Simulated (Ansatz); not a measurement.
**Structure search: one Al₄N₃ candidate**

Computed with DFT PBE, scalar-relativistic, plane waves, PAW (Ansatz 0.2.0). Cutoff 420 eV, Gaussian smearing, Γ-centred meshes. Cell and atoms relax first on a coarse mesh, the cell is then made exact in the group found at 0.06 to 0.08 Å, and last on a converged mesh; the steps can't lower the symmetry of their start. No spin polarisation.

The guess for Al₄N₃ was proposed by analogy with related compounds (P-43m, No. 215). Its size is a guess.

```cif
data_structure
_symmetry_space_group_name_H-M 'P-43m'
_symmetry_Int_Tables_number 215
_cell_length_a 4.4600
_cell_length_b 4.4600
_cell_length_c 4.4600
_cell_angle_alpha 90.000
_cell_angle_beta 90.000
_cell_angle_gamma 90.000
_cell_volume 88.72
loop_
_atom_site_label
_atom_site_type_symbol
_atom_site_symmetry_multiplicity
_atom_site_Wyckoff_symbol
_atom_site_fract_x
_atom_site_fract_y
_atom_site_fract_z
_atom_site_occupancy
Al1 Al 4 e 0.75500 0.75500 0.24500 1
N1 N 3 c 0.50000 0.00000 0.50000 1
```

Formation energies are uncorrected and refer to the elements' standard structures at the same level (N₂ as a molecule).

Problem. What does it relax into?

Solution. The symmetry stays P-43m (No. 215). The volume per atom shrinks by 5.2 %, from 12.7 to 12.0 Å³. The shortest distance goes from 1.94 Å (Al–N) to 1.91 Å (Al–N). Conventional cell: a = 4.382 Å. Al is surrounded by 3 N at 1.91 Å; N is surrounded by 4 Al at 1.91 Å.

```cif
data_structure
_symmetry_space_group_name_H-M 'P-43m'
_symmetry_Int_Tables_number 215
_cell_length_a 4.3816
_cell_length_b 4.3816
_cell_length_c 4.3816
_cell_angle_alpha 90.000
_cell_angle_beta 90.000
_cell_angle_gamma 90.000
_cell_volume 84.12
loop_
_atom_site_label
_atom_site_type_symbol
_atom_site_symmetry_multiplicity
_atom_site_Wyckoff_symbol
_atom_site_fract_x
_atom_site_fract_y
_atom_site_fract_z
_atom_site_occupancy
Al1 Al 4 e 0.75360 0.75360 0.24640 1
N1 N 3 c 0.50000 0.00000 0.50000 1
```

Problem. Give its energy and gap.

Solution. The energy over the elements is −0.84 eV/atom. The gap on the 8×8×8 mesh of the 7-atom cell is 0 eV (a metal).

The last run used Gaussian smearing of 0.10 eV. An odd number of electrons in the primitive cell allows no gap without spin; a larger cell or a magnetic state could open one. A structure relaxed within its symmetry needn't be a true minimum. Another cell of the same search, in P3m1, lies 169 meV/atom lower, so this cell isn't the stable form at this level.
